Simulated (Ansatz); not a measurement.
## CdS (Hawleyite) under changes of volume

One of the cells (24.808 Å³/atom); the others are scaled copies at fixed shape and fractional positions:

```
CELL_PARAMETERS angstrom
0.00000 2.91650 2.91650
2.91650 0.00000 2.91650
2.91650 2.91650 0.00000
ATOMIC_POSITIONS crystal
Cd 0.00000 0.00000 0.00000
S 0.75000 0.75000 0.75000
```

| Quantity | Value |
| --- | --- |
| Program | Ansatz 0.2.0 |
| Functional | PBE |
| Potentials or basis | PseudoDojo standard (PBE files) |
| Cutoff | 1388 eV |
| Density cutoff | 5551 eV |
| k mesh | 8 × 8 × 8 |
| Occupations | fermi-dirac, width 0.05 eV |
| Spin | no spin polarisation |

```tsv
volume (Å³/atom)	energy over the lowest point (meV/atom)	pressure (GPa)	gap on the mesh (eV)
23.319	57.80	7.6	1.28
23.815	37.03	5.9	1.23
24.312	?	?	?
24.808	10.27	2.9	1.15
25.304	3.29	1.6	1.10
25.800	0.00	0.5	1.06
26.296	0.04	-0.5	1.02
```

Problem. What does the run at 24.312 Å³/atom give?

Solution. Energy over the lowest point 21.36 meV/atom; pressure 4.3 GPa; gap on the mesh 1.19 eV.

Worked out: A Birch-Murnaghan fit of order 3 (a polynomial in V^(-2/3)) to the other rows has its minimum at 26.04 Å³/atom with B0 = V·E''(V) = 53 GPa and B' = 4.6. It gives 21.34 meV/atom at 24.312 Å³/atom, against the run's 21.36, and -dE/dV = 4.3 GPa, against 4.3. A straight line through the other rows of the gap, of slope -2.16 eV per unit of ln V (its deformation potential), gives 1.19 eV, against the run's 1.19.

Energies are extrapolated to zero smearing.

Spin-orbit coupling on Cd is left out.
